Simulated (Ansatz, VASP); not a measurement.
# One calculation of LiCl, two programs

The input INCAR:

```
SYSTEM = LiCl
  PREC = Accurate
  ENCUT = 520
  EDIFF = 1E-7
  ISMEAR = -1
  SIGMA = 0.05
  LREAL = .FALSE.
  LASPH = .TRUE.
  NELM = 60
  ALGO = Normal
  ISIF = 2
  LWAVE = .FALSE.
  LCHARG = .FALSE.
  GGA = PE
  NBANDS = 12
```

The input KPOINTS:

```
regular mesh
0
G
  9 9 9
  0 0 0
```

POSCAR

```
LiCl
1.0
    0.0000000000      2.5475562599      2.5475562599
    2.5475562599      0.0000000000      2.5475562599
    2.5475562599      2.5475562599      0.0000000000
Cl Li
1 1
Direct
    0.5000000000      0.5000000000      0.5000000000
    0.0000000000      0.0000000000      0.0000000000
```

input.yaml

```yaml
crystal:
  lattice:
    - [0.0, 2.5475562599, 2.5475562599]
    - [2.5475562599, 0.0, 2.5475562599]
    - [2.5475562599, 2.5475562599, 0.0]
  atoms:
    - { symbol: Cl, position: [0.5, 0.5, 0.5] }
    - { symbol: Li, position: [0.0, 0.0, 0.0] }
hamiltonian:
  xc: pbe
  pseudopotentials: { kind: paw }
kpoints:
  mp_grid: { grid: [9, 9, 9] }
scf:
  occupations: { method: fermi_dirac, width: 0.05 }
output:
  forces: true
  stress: true
  eigenvalues: true
```

Change from the starting cell: volume scaled by 0.98.

Alike in both runs: task single point; functional PBE; k mesh 9 × 9 × 9; occupations fermi-dirac, width 0.05 eV; no spin polarisation.

```csv
,VASP,Ansatz
version,VASP 6.6.1,Ansatz 0.2.0
potentials or method,"VASP PAW PBE potentials, release 64 (Cl, Li_sv)",Ansatz PAW
plane-wave cutoff (eV),520,420
valence electrons in the cell,10,10
```

|  | VASP | Ansatz | Ansatz less VASP |
| --- | --- | --- | --- |
| gap on the k mesh at the Fermi level (eV) | 6.46 | 6.45 | -0.013 |
| least direct gap on the mesh (eV) | 6.46 | 6.45 | -0.013 |

With one functional, cell and mesh, what is left measures potentials, basis and numerics.

Caveats: an odd mesh through Γ misses points on the zone boundary, where band edges often lie (VASP); odd divisions of the mesh miss points on the zone boundary, where band edges often lie, so the gap on the mesh can be too wide (Ansatz).
